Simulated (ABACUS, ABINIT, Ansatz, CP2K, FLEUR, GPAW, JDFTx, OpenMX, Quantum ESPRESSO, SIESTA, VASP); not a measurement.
## Sc: programs and potentials compared

```xyz
2
Lattice="3.3090 0.0000 0.0000 -1.6545 2.8657 0.0000 0.0000 0.0000 5.2733" Properties=species:S:1:pos:R:3 pbc="T T T"
Sc    1.6784    0.9283    3.9355
Sc    0.0074    1.9079    1.3020
```

Atoms were shifted at random by some hundredths of an Å from the given cell, which wasn't relaxed again for these runs.

Alike in all runs: task single point; functional PBE; k mesh 9 × 9 × 5; occupations fermi-dirac, width 0.05 eV; no spin polarisation; no spin-orbit coupling. Pressure is positive in compression and, in plane waves, holds the error of the finite cutoff, which Ansatz's Pulay term estimates and takes out.

```tsv
program and potentials	plane-wave cutoff (eV)	notes	pressure (GPa)	energy over the undisturbed cell (meV/atom)
ABACUS, PseudoDojo NC SR 0.4.1 PBE standard, plane waves	1075	-	-0.66	0.25
JDFTx, PseudoDojo-SR-PBE-0.5-standard	1061	-	-0.67	0.27
ABINIT, JTH PAW PBE v2.0	408	-	-0.80	0.24
VASP, PBE PAW files Sc_sv, 520 eV	520	-	-0.64	-
Ansatz, Ansatz PAW (earlier soft set)	420	-	-0.67	0.25
FLEUR, all-electron, FLAPW	-	-	-	0.25
Quantum ESPRESSO, SSSP 1.3 efficiency PBE	816	-	-0.60	0.24
SIESTA, files PseudoDojo sr-pbe-0.4.1-standard, DZP (energy shift 0.003 Ry; two zetas on semicore shells)	-	atomic basis	-0.78	0.24
OpenMX, OpenMX 2013 PBE set, Sc7.0-s3p2d2, grid cutoff 400 Ry	-	atomic basis	-1.13	0.08
CP2K, POTENTIAL_UZH Sc GTH-PBE-q11; TZVP-MOLOPT-PBE-GTH basis	-	atomic basis	-0.76	-
Ansatz, all-electron LAPW, scalar-relativistic	-	-	-0.67	-
GPAW, GPAW PAW data sets (gpaw-data 1.2.1)	600	-	-0.77	0.25
```

Force on atom 1 (Sc), eV/Å:

| program and potentials | x | y | z |
| --- | --- | --- | --- |
| ABACUS, PseudoDojo NC SR 0.4.1 PBE standard, plane waves | -0.020 | 0.031 | 0.011 |
| JDFTx, PseudoDojo-SR-PBE-0.5-standard | -0.020 | 0.030 | 0.011 |
| ABINIT, JTH PAW PBE v2.0 | -0.020 | 0.031 | 0.011 |
| VASP, PBE PAW files Sc_sv, 520 eV | -0.020 | 0.030 | 0.011 |
| Ansatz, Ansatz PAW (earlier soft set) | -0.020 | 0.030 | 0.011 |
| FLEUR, all-electron, FLAPW | -0.020 | 0.030 | 0.011 |
| Quantum ESPRESSO, SSSP 1.3 efficiency PBE | -0.020 | 0.030 | 0.011 |
| SIESTA, files PseudoDojo sr-pbe-0.4.1-standard, DZP (energy shift 0.003 Ry; two zetas on semicore shells) | -0.019 | 0.030 | 0.012 |
| OpenMX, OpenMX 2013 PBE set, Sc7.0-s3p2d2, grid cutoff 400 Ry | -0.016 | 0.018 | 0.012 |
| CP2K, POTENTIAL_UZH Sc GTH-PBE-q11; TZVP-MOLOPT-PBE-GTH basis | -0.020 | 0.030 | 0.004 |
| Ansatz, all-electron LAPW, scalar-relativistic | -0.020 | 0.030 | 0.011 |
| GPAW, GPAW PAW data sets (gpaw-data 1.2.1) | -0.020 | 0.031 | 0.011 |

The pressure spans -1.13 (OpenMX, OpenMX 2013 PBE set, Sc7.0-s3p2d2, grid cutoff 400 Ry) to -0.60 GPa (Quantum ESPRESSO, SSSP 1.3 efficiency PBE), with all-electron results at -0.67. Rows in atomic bases carry the error of their basis and grid, which can be large.

The functional is the same throughout but for its coding, so the spread measures potentials, basis and numerics; runs on potential files found faulty are left out.
